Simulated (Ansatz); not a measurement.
# Titanium, omega (AlB2-type) under m-r²SCAN: from relaxation to bulk modulus

The plan for titanium in the omega (AlB2-type) structure: relax it, solve it on a dense k-mesh, then scale the cell to 7 volumes from 88 to 112 % of the relaxed one and try a fit of the equation of state. The start is ferromagnetic. The k-meshes are 8×8×11 for the relaxation; 11×11×15 for the dense run; 11×11×15 for the volumes.

Computed with Ansatz 0.2.0 (DFT m-r2SCAN, plane waves (500 eV) with PAW, scalar-relativistic; PBE-made PAW files; m-r²SCAN is r²SCAN on the gauge-invariant kinetic-energy density, unless a step says otherwise).

### Step 1. The structure to begin with

Symmetry: P6/mmm, No. 191, hexagonal system. The conventional cell has a = 4.638 Å, b = 4.638 Å, c = 2.843 Å, α = 90.00°, β = 90.00°, γ = 120.00°. Ti (site symmetry 6/mmm) is surrounded by 14 Ti at 2.84 to 3.03 Å. Around Ti (site symmetry -6m2) lie 11 Ti at 2.68 to 3.03 Å.

As a file:

```
Ti
1.0
     4.63830    0.00000    0.00000
    -2.31915    4.01689    0.00000
     0.00000    0.00000    2.84328
Ti
3
Direct
  0.00000 0.00000 0.00000
  0.33333 0.66667 0.50000
  0.66667 0.33333 0.50000
```

Starting moments (μB): +1 ×3.

### Step 2. Relaxation of the cell

input.yaml

```yaml
crystal:
  lattice:
    - [4.6382998794, 0.0, 0.0]
    - [-2.3191499397, 4.0168855259, 0.0]
    - [0.0, 0.0, 2.8432778261]
  atoms:
    - { symbol: Ti, position: [0.0, 0.0, 0.0], spin: 1.0 }
    - { symbol: Ti, position: [0.3333333333, 0.6666666667, 0.5], spin: 1.0 }
    - { symbol: Ti, position: [0.6666666667, 0.3333333333, 0.5], spin: 1.0 }
hamiltonian:
  xc: mr2scan
  pseudopotentials:
    kind: paw
    azcp:
      Ti: "pseudopotentials/Ti.paw.azcp"
basis:
  ecutwfc: 500
  fft_grid_basis: typed
kpoints:
  mp_grid: { grid: [8, 8, 11], shift: [0, 0, 0] }
magnetization:
  spin_polarized: true
scf:
  occupations: { method: fermi_dirac, width: 0.05 }
relax:
  max_steps: 60
  f_tol: 0.01
  cell: {}
```

What it wrote:

```text
Warning: RAYON_NUM_THREADS=2 ignored (pool sized by the plan → 2); use --threads N
Engine: ansatz 0.2.0, aarch64-unknown-linux-gnu
Pseudopotentials: kind: paw
Pseudopotential: Ti, paw, valence charge 12, recommended cutoff 500 eV (meta_gga), <dir>
Functional definition: m-r2SCAN
  exchange = m_r2scan_x
  correlation = m_r2scan_c
Crystal: 3 atoms, lattice volume = 52.975 Å³
Basis set: ecut = 500 eV, 1337 PW (Γ), exchange–correlation on 144×144×96 points (64 copies of the dense FFT grid, shifted against one another)
Bands: 24, of which v1, the nominal top of the filled ones, is band 18 counted from 1 (17 counted from 0)
Symmetry: 24 space group operations
Space group: P6/mmm (ITA 191), of the structure as read, at distance tolerance 3.8e-5 Å
Magnetic group: BNS 191.233 (UNI 1463), of the structure as read, at distance tolerance 3.8e-5 Å
k-points: 60 of 704
Non-local potential: Ti, projectors of the file, l = 0: 3, l = 1: 2, l = 2: 3, l = 3: 1
PAW form: soft (Blöchl's): semilocal exchange-correlation on the pseudo side does not see the compensation charge
PAW frozen core: Ti, regenerated for the run's functional (the file was generated under x = pbe(κ = 0.804, μ = 0.2195149727645171), c = pbe(β = 0.06672455060314922))
PAW one-centre angular grid: Ti, 590 points (default); XC on 160 Gauss nodes
Initial density: superposition of atomic densities (chi_scale 0.1, normalization cell)
Starting moments: Σ|m| = 3 μB on 3 of 3 sites
Initial wavefunctions: pseudopotential atomic-orbital guess
Functional: x = mr2scan, c = mr2scan; τ floored in thin density (d = 2e-4 eV/Å³)
SCF iter   1: F=—  HF=-7513.397402 eV  |F-HF|=—  |Δ(HF+E_count)|=         —  Δρ=6.61e-2 (↑6.61e-2 ↓1.77e-2)  dr2=2.49e0  dr2_τ=3.92e-2  dr2_m=6.16e-1  M=1.484 μB ∫|m|=1.484 μB  β_m=0.59  ethr=3.10e-3  ⟨swp⟩=4.2  Hψ=9671  notcnv=0
Mixer restart at iter 1: flushing history
preconditioner: auto → none  [metal: Δε(μ)=0.011 eV  Ē_g=3.642 eV  σ=0.050 eV  W_gap=0.05  n_scr=8 (ndim 8)  ℏωp=17.7 eV  f_vac=0.000  D(μ)=3.81/eV (n_scr^D=44)  sad-step TF]
SCF iter   2: F=—  HF=-7512.889900 eV  |F-HF|=—  |Δ(HF+E_count)|=   5.08e-1  Δρ=3.64e-2 (↑3.64e-2 ↓1.25e-2)  dr2=1.07e0  dr2_τ=5.10e-3  dr2_m=1.47e-1  M=1.285 μB ∫|m|=1.285 μB  β_m=1.00  ethr=3.10e-3  ⟨swp⟩=2.5  Hψ=5456  notcnv=0  defer=53  κ⁻¹=1.0e0(r=1)
SCF iter   3: F=—  HF=-7512.732699 eV  |F-HF|=—  |Δ(HF+E_count)|=   1.57e-1  Δρ=7.59e-3 (↑6.50e-3 ↓7.59e-3)  dr2=4.29e-2  dr2_τ=1.63e-3  dr2_m=7.52e-3  M=0.713 μB ∫|m|=0.713 μB  β_m=1.00  ethr=2.97e-3  ⟨swp⟩=3.0  Hψ=5533  notcnv=0  defer=53  κ⁻¹=4.5e-2(r=2)
SCF iter   4: F=—  HF=-7513.129805 eV  |F-HF|=—  |Δ(HF+E_count)|=         —  Δρ=1.12e-2 (↑9.68e-3 ↓1.12e-2)  dr2=1.68e-2  dr2_τ=2.90e-3  dr2_m=4.60e-2  M=0.032 μB ∫|m|=0.098 μB  β_m=0.32  ethr=1.19e-4  ⟨swp⟩=2.7  Hψ=4768  notcnv=0  defer=23
Mixer restart at iter 4: flushing history
SCF iter   5: F=—  HF=-7513.126485 eV  |F-HF|=—  |Δ(HF+E_count)|=   3.32e-3  Δρ=7.41e-3 (↑6.30e-3 ↓7.41e-3)  dr2=6.63e-3  dr2_τ=2.73e-4  dr2_m=1.96e-2  M=0.054 μB ∫|m|=0.099 μB  β_m=0.49  ethr=4.65e-5  ⟨swp⟩=2.3  Hψ=4062  notcnv=0  defer=23  κ⁻¹=1.0e0(r=1)
SCF iter   6: F=—  HF=-7513.136739 eV  |F-HF|=—  |Δ(HF+E_count)|=   1.03e-2  Δρ=2.51e-3 (↑1.60e-3 ↓2.51e-3)  dr2=2.23e-3  dr2_τ=7.33e-5  dr2_m=1.64e-3  M=0.018 μB ∫|m|=0.046 μB  β_m=0.56  ethr=1.84e-5  ⟨swp⟩=2.1  Hψ=5282  notcnv=0  defer=23  κ⁻¹=2.0e-1(r=2)
SCF iter   7: F=—  HF=-7513.140330 eV  |F-HF|=—  |Δ(HF+E_count)|=   3.59e-3  Δρ=9.13e-4 (↑8.05e-4 ↓9.13e-4)  dr2=2.50e-4  dr2_τ=1.13e-5  dr2_m=2.26e-4  M=0.009 μB ∫|m|=0.027 μB  β_m=0.35  ethr=6.19e-6  ⟨swp⟩=2.3  Hψ=4536  notcnv=0  defer=23  κ⁻¹=2.7e-2(r=3)
SCF iter   8: F=—  HF=-7513.141102 eV  |F-HF|=—  |Δ(HF+E_count)|=   7.72e-4  Δρ=6.14e-4 (↑4.78e-4 ↓6.14e-4)  dr2=1.24e-4  dr2_τ=3.41e-6  dr2_m=8.70e-5  M=0.007 μB ∫|m|=0.020 μB  β_m=1.00  ethr=6.94e-7  ⟨swp⟩=2.3  Hψ=4151  notcnv=0  defer=22  κ⁻¹=2.1e-3(r=4)
SCF iter   9: F=—  HF=-7513.141632 eV  |F-HF|=—  |Δ(HF+E_count)|=   5.30e-4  Δρ=1.73e-4 (↑1.01e-4 ↓1.73e-4)  dr2=8.08e-6  dr2_τ=4.17e-7  dr2_m=6.66e-6  M=0.001 μB ∫|m|=0.002 μB  β_m=0.31  ethr=3.43e-7  ⟨swp⟩=2.1  Hψ=4833  notcnv=0  defer=22  κ⁻¹=9.2e-5(r=5)
SCF iter  10: F=—  HF=-7513.141629 eV  |F-HF|=—  |Δ(HF+E_count)|=   3.40e-6  Δρ=5.51e-5 (↑5.51e-5 ↓4.07e-5)  dr2=1.65e-6  dr2_τ=3.08e-8  dr2_m=6.57e-7  M=-0.000 μB ∫|m|=0.001 μB  β_m=0.44  ethr=2.24e-8  ⟨swp⟩=2.3  Hψ=4416  notcnv=0  defer=19  κ⁻¹=8.6e-5(r=6)
SCF iter  11: F=—  HF=-7513.141628 eV  |F-HF|=—  |Δ(HF+E_count)|=   1.50e-6  Δρ=2.35e-5 (↑2.35e-5 ↓1.61e-5)  dr2=1.83e-7  dr2_τ=5.50e-9  dr2_m=9.41e-8  M=-0.000 μB ∫|m|=0.002 μB  β_m=0.30  ethr=4.59e-9  ⟨swp⟩=2.1  Hψ=4174  notcnv=0  defer=19  κ⁻¹=5.0e-6(r=7)
SCF iter  12: F=—  HF=-7513.141628 eV  |F-HF|=—  |Δ(HF+E_count)|=   1.89e-7  Δρ=1.75e-5 (↑1.75e-5 ↓1.00e-5)  dr2=6.63e-8  dr2_τ=3.48e-9  dr2_m=6.04e-8  M=-0.000 μB ∫|m|=0.001 μB  β_m=0.30  ethr=5.09e-10  ⟨swp⟩=2.0  Hψ=4978  notcnv=0  defer=19  κ⁻¹=1.3e-6(r=8)
SCF iter  13: F=—  HF=-7513.141628 eV  |F-HF|=—  |Δ(HF+E_count)|=   4.34e-7  Δρ=9.58e-6 (↑9.58e-6 ↓8.31e-6)  dr2=2.27e-8  dr2_τ=7.36e-10  dr2_m=2.69e-8  M=-0.000 μB ∫|m|=0.001 μB  β_m=0.30  ethr=1.84e-10  ⟨swp⟩=2.0  Hψ=5111  notcnv=0  defer=19  κ⁻¹=1.7e-7(r=8)
SCF iter  14: F=—  HF=-7513.141628 eV  |F-HF|=—  |Δ(HF+E_count)|=   4.74e-8  Δρ=5.60e-6 (↑5.60e-6 ↓4.34e-6)  dr2=2.68e-9  dr2_τ=2.87e-10  dr2_m=1.06e-8  M=-0.000 μB ∫|m|=0.000 μB  β_m=1.00  ethr=6.31e-11  ⟨swp⟩=2.5  Hψ=4607  notcnv=0  defer=19  κ⁻¹=2.1e-7(r=8)
SCF iter  15: F=—  HF=-7513.141628 eV  |F-HF|=—  |Δ(HF+E_count)|=   1.67e-8  Δρ=2.27e-6 (↑1.56e-6 ↓2.27e-6)  dr2=1.14e-9  dr2_τ=9.62e-11  dr2_m=1.65e-9  M=0.000 μB ∫|m|=0.000 μB  β_m=0.47  ethr=7.45e-12  ⟨swp⟩=2.2  Hψ=5245  notcnv=0  defer=19  κ⁻¹=5.9e-6(r=8)
SCF iter  16: F=—  HF=-7513.141628 eV  |F-HF|=—  |Δ(HF+E_count)|=   3.55e-9  Δρ=6.63e-7 (↑6.63e-7 ↓5.31e-7)  dr2=6.69e-11  dr2_τ=7.34e-12  dr2_m=1.39e-10  M=0.000 μB ∫|m|=0.000 μB  β_m=0.96  ethr=3.17e-12  ⟨swp⟩=2.1  Hψ=4606  notcnv=0  defer=19  κ⁻¹=3.5e-7(r=8)
SCF iter  17: F=—  HF=-7513.141628 eV  |F-HF|=—  |Δ(HF+E_count)|=  8.49e-10  Δρ=1.01e-6 (↑1.01e-6 ↓8.10e-7)  dr2=9.12e-11  dr2_τ=2.10e-11  dr2_m=3.86e-10  M=0.000 μB ∫|m|=0.000 μB  β_m=1.00  ethr=1.00e-12  ⟨swp⟩=1.0  Hψ=7255  notcnv=0  κ⁻¹=1.1e-6(r=8)
SCF iter  18: F=—  HF=-7513.141628 eV  |F-HF|=—  |Δ(HF+E_count)|=   1.22e-9  Δρ=5.70e-7 (↑5.70e-7 ↓4.53e-7)  dr2=4.16e-11  dr2_τ=6.69e-12  dr2_m=1.19e-10  M=0.000 μB ∫|m|=0.000 μB  β_m=1.00  ethr=1.00e-12  ⟨swp⟩=2.0  Hψ=5524  notcnv=0  κ⁻¹=4.3e-7(r=8)
SCF iter  19: F=-7513.141628 eV  HF=-7513.141628 eV  |F-HF|=2.55e-11  |Δ(HF+E_count)|=  5.35e-10  Δρ=1.37e-7 (↑1.37e-7 ↓9.82e-8)  dr2=6.86e-12  dr2_τ=3.60e-13  dr2_m=5.28e-12  M=0.000 μB ∫|m|=0.000 μB  ethr=1.00e-12  ⟨swp⟩=2.0  Hψ=5525  notcnv=0
WARN: the starting moments were not kept: the SCF closed with an absolute magnetisation of 8.5e-6 μB, where they sum to 3 μB in size (3 sites). That is at most 0.1 of that sum. Measured as dr2_m measures the in/out step, that magnetisation stands 9.6e-12 eV from none, at or under the dr2_threshold of 1.0e-7 eV: it is no larger than a step whose dr2_m would equal this threshold. The system may hold no moment; this SCF shows only that its start led to no more than that. To try another start: raise the starting moments (crystal.atoms[].spin, magnetization.per_species, magnetization.initial_magnetization, or on a non-collinear deck that types none of these the spinor_matrix: blocks that start its atoms; where the total moment is fixed, keep their sum and leave initial_magnetization as it is; typed ones take the place of any that the run laid by itself, positive ones on a crystal's lanthanoids without a Hubbard term where scf.initial_density.shell_occupations: [] is typed) or, if the notice of its spin-set hold's release reads "site moments contracting" or "site moments show no strong build", lengthen the hold (scf.mixing.spin_hold: { on: { confirm: 4 } }; for m-r²SCAN on two components see the key's manual first). Each may lead to a state that holds a moment. A second SCF, from the converged charge density, with the starting moments and any scf.initial_density.shell_occupations laid on it anew, would have followed, and was not run: the deck does not ask for one (magnetization.retry_lost_moments is false, the default). To let it run, set magnetization.retry_lost_moments: true and run the deck again, where that key's refused combinations let it; where memory then withholds it, that run's warning says so.
SCF 1 converged in 19 iterations: F = -7513.141628 eV  dr2 = 6.86e-12
relax step   1: F+E_penalty+E_count = -7513.14162827 eV  Δ(F+E_penalty+E_count) = +0.000e0 eV  max|allowed force component| = 1.542e-16 eV/Å  Δτ_max = 0.0000 Å  P = -4.102 GPa  Ω = 52.975 Å³  (19 SCF iters, dr2 threshold 1.00e-7 eV, accepted)
[... 22 lines left out ...]
relax step   2: F+E_penalty+E_count = -7513.14604679 eV  Δ(F+E_penalty+E_count) = -4.419e-3 eV  max|allowed force component| = 1.357e-16 eV/Å  Δτ_max = 0.0000 Å  P = +4.511 GPa  Ω = 49.249 Å³  energy of the carried Pulay correction = +2.127e-3 eV  (12 SCF iters, dr2 threshold 3.00e-7 eV, accepted)
[... 18 lines left out ...]
relax step   3: F+E_penalty+E_count = -7513.16955605 eV  Δ(F+E_penalty+E_count) = -2.351e-2 eV  max|allowed force component| = 1.357e-16 eV/Å  Δτ_max = 0.0000 Å  P = -0.185 GPa  Ω = 51.115 Å³  energy of the carried Pulay correction = +1.026e-3 eV  (11 SCF iters, dr2 threshold 3.00e-7 eV, accepted)
[... 16 lines left out ...]
relax step   4: F+E_penalty+E_count = -7513.16966193 eV  Δ(F+E_penalty+E_count) = -1.059e-4 eV  max|allowed force component| = 3.084e-16 eV/Å  Δτ_max = 0.0000 Å  P = -0.008 GPa  Ω = 51.037 Å³  energy of the carried Pulay correction = +1.070e-3 eV  (10 SCF iters, dr2 threshold 1.43e-7 eV, accepted)
[... 16 lines left out ...]
relax step   5: F+E_penalty+E_count = -7513.16869687 eV  Δ(F+E_penalty+E_count) = +9.651e-4 eV  max|allowed force component| = 3.022e-16 eV/Å  Δτ_max = 0.0000 Å  P = -0.024 GPa  Ω = 51.037 Å³  stress off target by 3.32e-2 GPa  SCF on the basis re-selected at this cell (its energy is not comparable with the rows above)  (11 SCF iters)
basis re-selected at this cell: Δ(F+E_penalty+E_count) = +9.651e-4 eV, ΔP = -0.016 GPa vs the last step (what re-selecting the basis moved, of the pressure what is left beyond the Pulay correction that the steps carried, after the strain that the cell walked since its last selection, with what the two solves' SCF thresholds leave and, on support functions, any second-order correction that the steps lacked; it is no measure of the basis error at this ecutwfc). This SCF's stress stands 3.32e-2 GPa from its target on what of the cell is left free (relax.cell.stress_tol is 5.00e-2 GPa) and its largest allowed force component is 3.02e-16 eV/Å (relax.f_tol is 1.00e-2 eV/Å): within both
SCF converged after 11 iterations
Stability not checked: this state was not tested for a lower state beside it, because the mixer in use, unlike msr1, does not test its closes by its own steps (another_mixer; see scf.mixing.algorithm and scf.lower_state_search)
Magnetization: -0.0000 μB (18.0000 up, 18.0000 down)
Absolute magnetization: 0.0000 μB (∫|ρ↑−ρ↓|, with the PAW one-centre terms)
Spin contamination: 0.0000 ħ² per cell (⟨S²⟩ above its minimum at these occupations)
Per-site moments (μB) at R_I (Å): [(-1.7413240269300628e-8, 1.1650488152176801), (9.665904021449832e-9, 1.0878737845066393), (9.665904024050234e-9, 1.0878737845066393)]
Free energy (F): -7513.168697 eV
Harris-Foulkes:  -7513.168697 eV  (|F-HF|=3.64e-12)
Internal energy: -7513.149247 eV  (E = F + TS)
E sigma→0 (E₀):  -7513.158972 eV
Entropy (-TS):   -0.019450 eV (-6.483 meV/atom)
Fermi energy:    13.635221 eV
--- Per-component energies (eV) ---
  E_band       = -501.517258
  E_kinetic    = 818.463787
  E_local      = -2403.886150  (includes V_loc(G=0)·N_el)
  E_nonlocal   = 22.200012
  E_hartree    = 986.930429
  E_xc         = -278.957816
  E_vxc        = -398.703945  (∫ρ·V_xc dr)
  E_paw        = -3170.475893  (= ΣΔE_a)
  E_vpaw       = -540.844441  (= ΣTr[D̂ρ^β])
  E_aug_tail   = 0.000291  (compensation charges beyond the density's cutoff)
  E_vtau       = 27.392307  (kinetic-family band-sum trace: ∫τ·v_τ [+ j·A + Jᵃ·Aᵃ] dr)
  E_ewald      = -3486.663536
  E_core_change = -0.760371  (= ΣΔE_core)
  E_smearing   = -0.019450  (= −TS)
  E_closure    = 0.000000  (closes the sum)
  Σ components = -7513.168697   (vs F -7513.168697, Δ=0.00e0)
--- Forces (eV/Å), atoms counted from 1 ---
  atom   1  Ti     0.00000000     0.00000000     0.00000000
  atom   2  Ti     0.00000000     0.00000000     0.00000000
  atom   3  Ti     0.00000000    -0.00000000     0.00000000
  max |Σ_I F_I| component: 3.70e-17 eV/Å
--- Stress (GPa, compression-positive) ---
       -0.033218       0.000000       0.000000
        0.000000      -0.033218       0.000000
        0.000000       0.000000      -0.006370
  P = ⅓ Tr σ = -0.0243 GPa (-0.243 kbar)
--- Relaxed structure (4 steps of the walk, 4 accepted, 1 SCFs on fresh bases) ---
  F+E_penalty+E_count = -7513.16869687 eV   max|allowed force component| = 3.022e-16 eV/Å   (the final SCF, on the basis selected at the relaxed cell)
  cell:  # Å, volume = 51.0365 Å³
    - [4.567885253303601, 1.5856920829075247e-34, 0.0]
    - [-2.2839426266518004, 3.9559046709332337, 0.0]
    - [0.0, 0.0, 2.824360764164073]
  atoms:
    - { symbol: Ti, position: [-4.168840524592435e-35, -2.090971830165564e-34, 0.0] }
    - { symbol: Ti, position: [0.3333333333333333, 0.6666666666666666, 0.49999999999999994] }
    - { symbol: Ti, position: [0.6666666666666666, 0.3333333333333333, 0.49999999999999994] }
```

It took 69 s on 2 threads of an Arm CPU, shared host; peak memory 0.57 GiB.

Step by step:

| step | energy change (meV/atom) | largest force (eV/Å) | pressure (GPa) | volume (Å³/atom) |
| --- | --- | --- | --- | --- |
| 1 | 0.00 | 0.0000 | -4.10 | 17.658 |
| 2 | -1.47 | 0.0000 | 4.51 | 16.416 |
| 3 | -9.31 | 0.0000 | -0.19 | 17.038 |
| 4 | -9.34 | 0.0000 | -0.01 | 17.012 |
| 5 | -9.02 | 0.0000 | -0.02 | 17.012 |

Steps that repeat a cell are solved on a basis chosen anew, so their changes of energy are no gain of the relaxation.

The cell of the run, before and after:

|  | before | after | change |
| --- | --- | --- | --- |
| a (Å) | 4.638 | 4.568 | -1.5 % |
| b (Å) | 4.638 | 4.568 | -1.5 % |
| c (Å) | 2.843 | 2.824 | -0.7 % |
| volume (Å³/atom) | 17.658 | 17.012 | -3.7 % |
| shortest distance (Å) | 2.678 | 2.637 | -1.5 % |
| space group (spins left aside) | P6/mmm | P6/mmm | same |

### Step 3. Dense single point

input.yaml

```yaml
crystal:
  lattice:
    - [4.5678852533, 0.0, 0.0]
    - [-2.2839426267, 3.9559046709, 0.0]
    - [0.0, 0.0, 2.8243607642]
  atoms:
    - { symbol: Ti, position: [1.0, 1.0, 0.0], spin: 1.0 }
    - { symbol: Ti, position: [0.3333333333, 0.6666666667, 0.5], spin: 1.0 }
    - { symbol: Ti, position: [0.6666666667, 0.3333333333, 0.5], spin: 1.0 }
hamiltonian:
  xc: mr2scan
  pseudopotentials:
    kind: paw
    azcp:
      Ti: "pseudopotentials/Ti.paw.azcp"
basis:
  ecutwfc: 500
  fft_grid_basis: typed
kpoints:
  mp_grid: { grid: [11, 11, 15], shift: [0, 0, 0] }
magnetization:
  spin_polarized: true
scf:
  occupations: { method: fermi_dirac, width: 0.05 }
```

What it wrote (excerpt; [...] marks lines left out):

```text
Warning: RAYON_NUM_THREADS=2 ignored (pool sized by the plan → 2); use --threads N
[...]
Pseudopotentials: kind: paw
Pseudopotential: Ti, paw, valence charge 12, recommended cutoff 500 eV (meta_gga), <dir>
Functional definition: m-r2SCAN
[...]
Crystal: 3 atoms, lattice volume = 51.037 Å³
Basis set: ecut = 500 eV, 1301 PW (Γ), exchange–correlation on 144×144×96 points (64 copies of the dense FFT grid, shifted against one another)
Bands: 24, of which v1, the nominal top of the filled ones, is band 18 counted from 1 (17 counted from 0)
Symmetry: 24 space group operations
Space group: P6/mmm (ITA 191), of the structure as read, at distance tolerance 3.7e-5 Å
Magnetic group: BNS 191.233 (UNI 1463), of the structure as read, at distance tolerance 3.7e-5 Å
k-points: 128 of 1815
[...]
Starting moments: Σ|m| = 3 μB on 3 of 3 sites
[...]
WARN: the starting moments were not kept: the SCF closed with an absolute magnetisation of 8.3e-6 μB, where they sum to 3 μB in size (3 sites). That is at most 0.1 of that sum. Measured as dr2_m measures the in/out step, that magnetisation stands 6.7e-12 eV from none, at or under the [...]
this state was not tested for a lower state beside it, because the mixer in use, unlike msr1, does not test its closes by its own steps (another_mixer; see scf.mixing.algorithm and scf.lower_state_search)
SCF converged after 16 iterations
Magnetization: 0.0000 μB (18.0000 up, 18.0000 down)
Absolute magnetization: 0.0000 μB (∫|ρ↑−ρ↓|, with the PAW one-centre terms)
Spin contamination: 0.0000 ħ² per cell (⟨S²⟩ above its minimum at these occupations)
Per-site moments (μB) at R_I (Å): [(3.059184787011378e-6, 1.1650488152325), (-3.827467543852079e-7, 1.0878737845016409), (-3.827467543959797e-7, 1.0878737845016409)]
Free energy (F): -7513.168836 eV
[...]
E sigma→0 (E₀):  -7513.159152 eV
Entropy (-TS):   -0.019368 eV (-6.456 meV/atom)
Fermi energy:    13.623512 eV
[...]
```

Run time: 32 s. Hardware: 2 threads of an Arm CPU, shared host; peak memory 0.67 GiB.

### Step 4. At 88 % of the relaxed volume

Edit input.yaml of step 3 so:

```diff
@@ -2,5 +2,5 @@
   lattice:
-    - [4.5678852533, 0.0, 0.0]
-    - [-2.2839426267, 3.9559046709, 0.0]
-    - [0.0, 0.0, 2.8243607642]
+    - [4.3773312215, 0.0, 0.0]
+    - [-2.1886656107, 3.7908800386, 0.0]
+    - [0.0, 0.0, 2.7065396498]
   atoms:
@@ -24 +24,3 @@
   occupations: { method: fermi_dirac, width: 0.05 }
+output:
+  stress: true
```

What it wrote (excerpt; [...] marks lines left out):

```text
Warning: RAYON_NUM_THREADS=2 ignored (pool sized by the plan → 2); use --threads N
[...]
Pseudopotentials: kind: paw
Pseudopotential: Ti, paw, valence charge 12, recommended cutoff 500 eV (meta_gga), <dir>
Functional definition: m-r2SCAN
[...]
Crystal: 3 atoms, lattice volume = 44.912 Å³
Basis set: ecut = 500 eV, 1131 PW (Γ), exchange–correlation on 128×128×80 points (64 copies of the dense FFT grid, shifted against one another)
Bands: 24, of which v1, the nominal top of the filled ones, is band 18 counted from 1 (17 counted from 0)
Symmetry: 24 space group operations
Space group: P6/mmm (ITA 191), of the structure as read, at distance tolerance 3.6e-5 Å
Magnetic group: BNS 191.233 (UNI 1463), of the structure as read, at distance tolerance 3.6e-5 Å
k-points: 128 of 1815
[...]
Starting moments: Σ|m| = 3 μB on 3 of 3 sites
[...]
WARN: the starting moments were not kept: the SCF closed with an absolute magnetisation of 3.0e-5 μB, where they sum to 3 μB in size (3 sites). That is at most 0.1 of that sum. Measured as dr2_m measures the in/out step, that magnetisation stands 1.3e-10 eV from none, at or under the [...]
this state was not tested for a lower state beside it, because the mixer in use, unlike msr1, does not test its closes by its own steps (another_mixer; see scf.mixing.algorithm and scf.lower_state_search)
SCF converged after 17 iterations
Magnetization: 0.0000 μB (18.0000 up, 18.0000 down)
Absolute magnetization: 0.0000 μB (∫|ρ↑−ρ↓|, with the PAW one-centre terms)
Spin contamination: 0.0000 ħ² per cell (⟨S²⟩ above its minimum at these occupations)
Per-site moments (μB) at R_I (Å): [(1.1895381194131973e-5, 1.1164476055424999), (-5.507164426245961e-6, 1.042492010614693), (-5.507164426360094e-6, 1.042492010614693)]
Free energy (F): -7512.840066 eV
[...]
E sigma→0 (E₀):  -7512.829976 eV
Entropy (-TS):   -0.020182 eV (-6.727 meV/atom)
Fermi energy:    15.799879 eV
[...]
--- Stress (GPa, compression-positive) ---
       18.291809      -0.000000       0.000000
       -0.000000      18.291809       0.000000
        0.000000       0.000000      20.064469
  P = ⅓ Tr σ = 18.8827 GPa (188.827 kbar)
```

It took 30 s on 2 threads of an Arm CPU, shared host; peak memory 0.61 GiB.

[end of part 1 of 2]
